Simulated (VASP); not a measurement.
Crystal: Be.

```
Be
1.0
     2.06156    0.00000    0.00000
     0.00000    2.06156    0.00000
     0.00000    0.00000    2.06156
Be
1
Direct
  0.00000 0.00000 0.00000
```

The cell was built by a generator and needn't be a form met in nature.

```yaml
Program: VASP 6.6.1
Task: relaxation of cell and atoms
Functional: PBEsol
Potentials_or_basis: VASP PAW PBE potentials, release 64 (Be)
Cutoff: 600 eV
k_mesh: 15 × 15 × 15
Occupations: fermi-dirac, width 0.1 eV
Spin: no spin polarisation
```

At the start: pressure 14.7 GPa; volume 8.76 Å³/atom.

Q: How do energy, volume and symmetry change on relaxing?

A: Over 4 steps the energy falls by 58.5 meV/atom and the volume is 10.19 Å³/atom (+16.3 %); space group Pm-3m (No. 221, to 0.05 Å).

Step by step:
| step | energy change (eV) | largest force (eV/Å) | pressure (GPa) | volume (Å³) |
| --- | --- | --- | --- | --- |
| 1 | 0.0000 | 0.0000 | 14.67 | 8.76 |
| 2 | -0.0552 | 0.0000 | 2.96 | 9.82 |
| 3 | -0.0584 | 0.0000 | -0.39 | 10.24 |
| 4 | -0.0585 | 0.0000 | -0.01 | 10.19 |

Final structure:
```
CELL_PARAMETERS angstrom
2.16780 0.00000 0.00000
0.00000 2.16780 0.00000
0.00000 0.00000 2.16780
ATOMIC_POSITIONS crystal
Be 0.00000 0.00000 0.00000
```

Caveat: the volume moved by over 15 % at a fixed basis, so the end points are rough; the PAW data sets were made with another functional, which shifts forces and pressure a little.
